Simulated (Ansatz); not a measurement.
CuO (Tenorite) in Ansatz: the effect of target pressure

Crystal: CuO (Tenorite).

```
Cu O
1.0
     2.34465   -1.71340    0.00000
     2.34465    1.71340    0.00000
    -0.86055    0.00000    5.05944
Cu O
2 2
Direct
  0.49680 0.00320 0.50000
  0.00320 0.49680 0.00000
  0.40560 0.57140 0.75370
  0.57140 0.40560 0.25370
```

Alike in all runs:

| Property | Result |
| --- | --- |
| Program | Ansatz 0.2.0 |
| Task | relaxation of cell and atoms |
| Functional | PBE |
| Potentials or basis | Ansatz PAW |
| Cutoff | 420 eV (not typed: the program's choice for these potentials) |
| k mesh | 10 × 10 × 5 |
| Occupations | fermi-dirac, width 0.05 eV |
| Spin | no spin polarisation |

Each run relaxes the cell or the atoms first.

```tsv
target pressure	relaxed volume (Å³/atom)
0 GPa	11.20
2 GPa	11.04
5 GPa	?
10 GPa	10.47
20 GPa	9.23
30 GPa	8.66
```

Problem. What does the run with target pressure 5 GPa give?

Solution. Relaxed volume 10.82 Å³/atom.

Worked out: A parabola through the other rows of the relaxed volume, of slope -0.096 Å³/atom per GPa there, gives 10.76 Å³/atom, against the run's 10.82.

Caveats: the plane-wave basis is chosen anew once the cell has moved, so the energies of steps on either side of that aren't comparable; the run has no spin polarisation, though such a crystal can be magnetic.
